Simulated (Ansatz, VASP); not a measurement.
One calculation of InAs, two programs

Contents of INCAR:

```
PREC = Accurate ; ENCUT = 520
EDIFF = 1E-7 ; ISMEAR = -1
SIGMA = 0.05 ; LREAL = False
LASPH = True ; NELM = 60
ALGO = Normal ; ISIF = 2
LWAVE = False ; LCHARG = True
LELF = True ; LVHAR = True
NBANDS = 16
```

KPOINTS

```
regular mesh
0
Gamma
  8 8 8
```

Contents of POSCAR:

```
InAs
1.0
    0.0000000000      2.9563908761      2.9563908761
    2.9563908761      0.0000000000      2.9563908761
    2.9563908761      2.9563908761      0.0000000000
In As
1 1
Direct
    0.0000000000      0.0000000000      0.0000000000
    0.7500000000      0.7500000000      0.7500000000
```

File input.yaml:

```yaml
crystal:
  lattice:
    - [0.0, 2.9563908761, 2.9563908761]
    - [2.9563908761, 0.0, 2.9563908761]
    - [2.9563908761, 2.9563908761, 0.0]
  atoms:
    - { symbol: In, position: [0.0, 0.0, 0.0] }
    - { symbol: As, position: [0.75, 0.75, 0.75] }
kpoints:
  mp_grid: { grid: [8, 8, 8] }
scf:
  occupations: { method: fermi_dirac, width: 0.05 }
hamiltonian:
  xc: lda
  pseudopotentials: { kind: all_electron, lapw: { basis_error: 0.001 } }
output:
  forces: true
  stress: true
  eigenvalues: true
```

Change from the starting cell: volume scaled by 0.94.

Alike in both runs: task single point; functional LDA; k mesh 8 × 8 × 8; occupations fermi-dirac, width 0.05 eV; no spin polarisation.

|  | VASP | Ansatz |
| --- | --- | --- |
| version | VASP 6.6.1 | Ansatz 0.2.0 |
| potentials or method | VASP PAW LDA potentials, release 64 (In_d, As) | all-electron LAPW, scalar-relativistic |
| plane-wave cutoff (eV) | 520 | see its input |

```csv
,VASP,Ansatz,Ansatz less VASP
gap on the k mesh at the Fermi level (eV),none,none,-
pressure (GPa),4.1,3.9,-0.18
```

A gap of «none» marks a metal or a gap that the smearing closes. Ansatz ran all-electron here, so the differences hold the error of VASP's frozen core and of both bases.
